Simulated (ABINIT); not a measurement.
# Ga (P6/mmm) in ABINIT: further runs

The runs below take Ga through single point, with PBE.

All numbers are computed with ABINIT 10.8.3 (patched build); they aren't measurements. Logs are shortened: lines on timing, memory, paths and dates and some standing lists are left out, and cuts for length are marked. The log counts tension as positive stress, the text compression.

### 1 The crystal as given

It takes space group P6/mmm (No. 191, hexagonal). The conventional cell has a = 4.449 Å, b = 4.449 Å, c = 2.765 Å, α = 90.00°, β = 90.00°, γ = 120.00°. Ga (site symmetry -6m2) has 5 Ga at 2.57 to 2.77 Å as nearest neighbours.

The cell was built by a generator and needn't be a form met in nature.

### 2 Single point, PBE

Input file run.abi:

```
# Pseudopotentials
pp_dirpath "./"
pseudos "Ga.upf"

# Structure
acell 8.4082796997 8.408294156 5.2254706798
rprim
     1.0000000000     0.0000000000     0.0000000000
    -0.5000002641     0.8660252513     0.0000000000
     0.0000000000     0.0000000000     1.0000000000
ntypat 1
znucl 31
natom 2
typat 1 1
xcart
    -0.0000255807     2.5689195112     1.3826000000
     2.2247555807     1.2844404888     1.3826000000 Angstrom

# Plane-wave basis
ecut 40.0

# k points
kptopt 1
ngkpt 7 7 10
nshiftk 1
shiftk 0.0 0.0 0.0

# Exchange and correlation
ixc 11

# Bands and occupations
nband 17
occopt 3
tsmear 0.05 eV

# SCF cycle
nstep 100
tolvrs 1.0e-10

# Output
iomode 3
prtwf 0
prtden 0
prteig 0
prtebands 0
enunit 1
```

Potentials or basis: PseudoDojo NC SR PBE v0.5 standard.

Launch:

```bash
$ abinit run.abi > log 2>&1
```

run.abo:

```text
.Version 10.8.3 of ABINIT
 Symmetries : space group Cm m m (# 65); Bravais oC (1-face-center ortho.)
================================================================================
 Values of the parameters that define the memory need of the present run
     intxc =       0    ionmov =       0      iscf =       7    lmnmax =       6
     lnmax =       6     mgfft =      48  mpssoang =       3    mqgrid =    3001
     natom =       2  nloc_mem =       1    nspden =       1   nspinor =       1
    nsppol =       1      nsym =       8    n1xccc =    2501    ntypat =       1
    occopt =       3   xclevel =       2
       mpw =        3894          nfft =       69120          nkpt =          96
================================================================================
================================================================================

--------------------------------------------------------------------------------
------------- Echo of variables that govern the present computation ------------
--------------------------------------------------------------------------------
 -outvars: echo values of preprocessed input variables --------
            acell      8.4082869278E+00  8.4082869278E+00  5.2254706798E+00 Bohr
              amu      6.97230000E+01
             ecut      4.00000000E+01 Hartree
           enunit           1
                       outvar_i_n : Printing only first  50 k-points.
              ixc          11
                       outvar_i_n : Printing only first  50 k-points.
         kptrlatt        7    0    0      0    7    0      0    0   10
          kptrlen      5.22547068E+01
            natom           2
            nband          17
            ngfft          48      48      30
             nkpt          96
            nstep         100
             nsym           8
           ntypat           1
                       prtocc : prtvol=0, do not print more k-points.
           occopt           3
           prtden           0
        prtebands           0
           prteig           0
            prtwf           0
            rprim      1.0000000000E+00  1.4889468191E-06  0.0000000000E+00
                      -5.0000155357E-01  8.6602450683E-01  0.0000000000E+00
                       0.0000000000E+00  0.0000000000E+00  1.0000000000E+00
          spgroup          65
           tolvrs      1.00000000E-10
           tsmear      1.83746611E-03 Hartree
            typat      1  1
                       outvars : Printing only first  50 k-points.
           xangst     -2.6855718322E-05  2.5689173028E+00  1.3826000000E+00
                       2.2247568557E+00  1.2844426972E+00  1.3826000000E+00
            xcart     -5.0749952544E-05  4.8545501424E+00  2.6127353417E+00
                       4.2041811540E+00  2.4272449221E+00  2.6127353417E+00
             xred      3.3333000024E-01  6.6667000046E-01  5.0000000034E-01
                       6.6667000047E-01  3.3333000024E-01  5.0000000034E-01
            znucl       31.00000

================================================================================

 chkinp: Checking input parameters for consistency.

================================================================================
== DATASET  1 ==================================================================

--- !DatasetInfo
iteration_state: {dtset: 1, }
dimensions: {natom: 2, nkpt: 96, mband: 17, nsppol: 1, nspinor: 1, nspden: 1, mpw: 3894, }
cutoff_energies: {ecut:  40.0, pawecutdg:  -1.0, }
electrons: {nelect:   2.60000000E+01, charge:   0.00000000E+00, occopt:   3.00000000E+00, tsmear:   1.83746611E-03, }
meta: {optdriver: 0, ionmov: 0, optcell: 0, iscf: 7, paral_kgb: 0, }
...

 Exchange-correlation functional for the present dataset will be:
  GGA: Perdew-Burke-Ernzerhof functional - ixc=11
  J.P.Perdew, K.Burke, M.Ernzerhof, PRL 77, 3865 (1996)

 Real(R)+Recip(G) space primitive vectors, cartesian coordinates (Bohr,Bohr^-1):
 R(1)=  8.4082869  0.0000125  0.0000000  G(1)=  0.1189302  0.0686647  0.0000000
 R(2)= -4.2041565  7.2817825  0.0000000  G(2)= -0.0000002  0.1373289  0.0000000
 R(3)=  0.0000000  0.0000000  5.2254707  G(3)=  0.0000000  0.0000000  0.1913703
 Unit cell volume ucvol=  3.1994182E+02 bohr^3
 Angles (23,13,12)=  9.00000000E+01  9.00000000E+01  1.20000017E+02 degrees

 getcut: wavevector=  0.0000  0.0000  0.0000  ngfft=  48  48  30
         ecut(hartree)=     40.000   => boxcut(ratio)=   2.00511

--- Pseudopotential description ------------------------------------------------
- pspini: atom type   1  psp file is ./Ga.upf
12 -101130 2 -1 1902                          pspcod,pspxc,lmax,lloc,mmax
     nproj     2     2     2

   1.28409227E+03                                ecore*ucvol(ha*bohr**3)
--------------------------------------------------------------------------------

================================================================================

--- !BeginCycle
iteration_state: {dtset: 1, }
solver: {iscf: 7, nstep: 100, nline: 4, wfoptalg: 0, }
tolerances: {tolvrs: 1.00E-10, }
...

     iter   Etot(hartree)      deltaE(h)  residm     vres2
 ETOT  1  -150.19189791712    -1.502E+02 7.611E-01 1.104E+03
 ETOT  2  -152.64991168566    -2.458E+00 1.491E-01 1.304E+03
 ETOT  3  -152.88756233935    -2.377E-01 1.014E-01 2.570E+02
 ETOT  4  -152.91852788212    -3.097E-02 2.608E-02 9.537E+01
 ETOT  5  -152.93320722331    -1.468E-02 2.153E-03 1.702E+01
 ETOT  6  -152.93579537042    -2.588E-03 2.015E-03 2.930E+00
 ETOT  7  -152.93626124976    -4.659E-04 6.377E-04 4.169E-01
 ETOT  8  -152.93633873791    -7.749E-05 9.398E-04 1.121E-03
 ETOT  9  -152.93633895494    -2.170E-07 4.933E-04 7.970E-05
 ETOT 10  -152.93633897056    -1.562E-08 8.128E-04 3.883E-08
 ETOT 11  -152.93633897057    -1.401E-11 3.272E-04 2.543E-09
 ETOT 12  -152.93633897057     7.390E-13 3.820E-04 8.180E-11

 At SCF step   12       vres2   =  8.18E-11 < tolvrs=  1.00E-10 =>converged.

 Cartesian components of stress tensor (hartree/bohr^3)
  sigma(1 1)= -2.01507409E-05  sigma(3 2)=  0.00000000E+00
  sigma(2 2)= -2.01863734E-05  sigma(3 1)=  0.00000000E+00
  sigma(3 3)=  2.60667685E-05  sigma(2 1)= -3.08583881E-08

--- !ResultsGS
iteration_state: {dtset: 1, }
comment   : Summary of ground state results
lattice_vectors:
- [  8.4082869,   0.0000125,   0.0000000, ]
- [ -4.2041565,   7.2817825,   0.0000000, ]
- [  0.0000000,   0.0000000,   5.2254707, ]
lattice_lengths: [   8.40829,    8.40829,    5.22547, ]
lattice_angles: [ 90.000,  90.000, 120.000, ] # degrees, (23, 13, 12)
lattice_volume:   3.1994182E+02
convergence: {deltae:  7.390E-13, res2:  8.180E-11, residm:  3.820E-04, diffor: null, }
etotal    :  -1.52936339E+02
entropy   :   0.00000000E+00
fermie    :   1.27126091E-01
cartesian_stress_tensor: # hartree/bohr^3
- [ -2.01507409E-05,  -3.08583881E-08,   0.00000000E+00, ]
- [ -3.08583881E-08,  -2.01863734E-05,   0.00000000E+00, ]
- [  0.00000000E+00,   0.00000000E+00,   2.60667685E-05, ]
pressure_GPa:   1.3995E-01
xred      :
- [  3.3333E-01,   6.6667E-01,   5.0000E-01, Ga]
- [  6.6667E-01,   3.3333E-01,   5.0000E-01, Ga]
cartesian_forces: # hartree/bohr
- [  4.53060137E-06,  -2.61573400E-06,  -0.00000000E+00, ]
- [ -4.53060137E-06,   2.61573400E-06,  -0.00000000E+00, ]
force_length_stats: {min:   5.23148288E-06, max:   5.23148288E-06, mean:   5.23148288E-06, }
...

 Integrated electronic density in atomic spheres:
 ------------------------------------------------
 Atom  Sphere_radius  Integrated_density
    1        2.00000         10.80946942
    2        2.00000         10.80946942
================================================================================

 ----iterations are completed or convergence reached----

 Mean square residual over all n,k,spin=   71.454E-08; max=  38.205E-05
 reduced coordinates (array xred) for    2 atoms
       0.333330000241      0.666670000461      0.500000000341
       0.666670000467      0.333330000235      0.500000000341
 rms dE/dt=  3.1104E-05; max dE/dt=  3.8095E-05; dE/dt below (all hartree)
    1      -0.000038094564      0.000038094564      0.000000000000
    2       0.000038094564     -0.000038094564      0.000000000000

 cartesian coordinates (angstrom) at end:
    1     -0.00002685571832     2.56891730280018     1.38260000000000
    2      2.22475685571832     1.28444269719982     1.38260000000000

 cartesian forces (hartree/bohr) at end:
    1      0.00000453060137    -0.00000261573400    -0.00000000000000
    2     -0.00000453060137     0.00000261573400    -0.00000000000000
 frms,max,avg= 3.0203980E-06 4.5306014E-06   0.000E+00  0.000E+00  0.000E+00 h/b

 cartesian forces (eV/Angstrom) at end:
    1      0.00023297288943    -0.00013450645055    -0.00000000000000
    2     -0.00023297288943     0.00013450645055    -0.00000000000000
 frms,max,avg= 1.5531511E-04 2.3297289E-04   0.000E+00  0.000E+00  0.000E+00 e/A
 length scales=  8.408286927831  8.408286927831  5.225470679800 bohr
              =  4.449473821923  4.449473821923  2.765199998116 angstroms
 Fermi (or HOMO) energy (eV) =   3.45928   Average Vxc (eV)=  -9.62096
 Eigenvalues (   eV  ) for nkpt=  96  k points:
 kpt#   1, nband= 17, wtk=  0.00204, kpt=  0.0000  0.0000  0.0000 (reduced coord)
 -11.66132  -11.44122  -11.43028  -11.43026  -11.30407  -11.30405  -11.27813  -11.27812
 -11.15793  -11.15792   -6.54935    1.98235    2.91037    2.91063    6.65884    6.65917
   9.61872
 prteigrs : prtvol=0 or 1, do not print more k-points.

--- !EnergyTerms
iteration_state     : {dtset: 1, }
comment             : Components of total free energy in Hartree
kinetic             :  1.25157412725221E+02
hartree             :  4.95175240232567E+01
xc                  : -4.18204996668497E+01
Ewald energy        : -8.40118255372004E+01
psp_core            :  4.01351799425247E+00
local_psp           : -1.29532315899877E+02
non_local_psp       : -7.62599252847973E+01
internal            : -1.52936111645995E+02
'-kT*entropy'       : -2.27324574271738E-04
total_energy        : -1.52936338970569E+02
total_energy_eV     : -4.16160979077443E+03
band_energy         : -8.50464588202607E+00
...

 Cartesian components of stress tensor (hartree/bohr^3)
  sigma(1 1)= -2.01507409E-05  sigma(3 2)=  0.00000000E+00
  sigma(2 2)= -2.01863734E-05  sigma(3 1)=  0.00000000E+00
  sigma(3 3)=  2.60667685E-05  sigma(2 1)= -3.08583881E-08

-Cartesian components of stress tensor (GPa)         [Pressure=  1.3995E-01 GPa]
- sigma(1 1)= -5.92855266E-01  sigma(3 2)=  0.00000000E+00
- sigma(2 2)= -5.93903609E-01  sigma(3 1)=  0.00000000E+00
- sigma(3 3)=  7.66910808E-01  sigma(2 1)= -9.07885123E-04

== END DATASET(S) ==============================================================
================================================================================

 -outvars: echo values of variables after computation  --------
            acell      8.4082869278E+00  8.4082869278E+00  5.2254706798E+00 Bohr
           etotal     -1.5293633897E+02
            fcart      4.5306013683E-06 -2.6157340041E-06 -0.0000000000E+00
                      -4.5306013683E-06  2.6157340041E-06 -0.0000000000E+00
            rprim      1.0000000000E+00  1.4889468191E-06  0.0000000000E+00
                      -5.0000155357E-01  8.6602450683E-01  0.0000000000E+00
                       0.0000000000E+00  0.0000000000E+00  1.0000000000E+00
           strten     -2.0150740915E-05 -2.0186373382E-05  2.6066768540E-05
                       0.0000000000E+00  0.0000000000E+00 -3.0858388109E-08
           xangst     -2.6855718322E-05  2.5689173028E+00  1.3826000000E+00
                       2.2247568557E+00  1.2844426972E+00  1.3826000000E+00
             xred      3.3333000024E-01  6.6667000046E-01  5.0000000034E-01
                       6.6667000047E-01  3.3333000024E-01  5.0000000034E-01
 Calculation completed.
```

It took 2.7 min on 1 thread of Arm Neoverse V2, shared host; peak memory 0.17 GiB.

Results:

```
Free energy                                           : -4161.6098 eV
Pressure                                              : 0.1 GPa
Band gap on the k mesh                                : none (metal or under the smearing width)
Valence electrons inside the program's atomic spheres : Ga 10.81 (radii [1.0584] Å)
```

Stress tensor (GPa, compression positive):
```
 0.59  0.00  0.00
 0.00  0.59  0.00
 0.00  0.00 -0.77
```

Levels at points of the mesh, in eV from the Fermi level:
| k point | band 11 | band 12 | band 13 | band 14 | band 15 | band 16 |
| --- | --- | --- | --- | --- | --- | --- |
| (0.00, 0.00, 0.00) | -10.01 | -1.48 | -0.55 | -0.55 | 3.20 | 3.20 |
| (0.00, 0.00, 0.50) | -5.89 | -3.69 | 2.52 | 2.52 | 2.79 | 3.57 |

### 3 Single point, PBE

run.abi: that of step 2 with these lines changed.

```diff
@@ -19,3 +19,3 @@
 # Plane-wave basis
-ecut 40.0
+ecut 57.0
 
@@ -31,3 +31,3 @@
 # Bands and occupations
-nband 17
+nband 26
 occopt 3
```

Potentials or basis: PseudoDojo NC SR PBE v0.5 stringent.

Launch:

```bash
$ abinit run.abi > log 2>&1
```

Wall time 8.5 min (1 thread of Arm Neoverse V2, shared host); peak memory 0.34 GiB.

The run converged. Its results:

```yaml
Free_energy: -13514.4980 eV
Pressure: 0.1 GPa
Band_gap_on_the_k_mesh: none (metal or under the smearing width)
Valence_electrons_inside_the_program's_atomic_spheres: Ga 18.80 (radii [1.0584] Å)
```

Stress tensor (GPa, compression positive):
```
 0.49  0.00  0.00
 0.00  0.49  0.00
 0.00  0.00 -0.81
```

Levels at points of the mesh, in eV from the Fermi level:
```tsv
k point	band 18	band 19	band 20	band 21	band 22	band 23	band 24	band 25
(0.00, 0.00, 0.00)	-14.60	-10.01	-1.48	-0.55	-0.55	3.20	3.20	6.16
(0.00, 0.00, 0.50)	-14.47	-5.89	-3.68	2.52	2.52	2.78	3.58	6.71
```

[end of part 1 of 2]
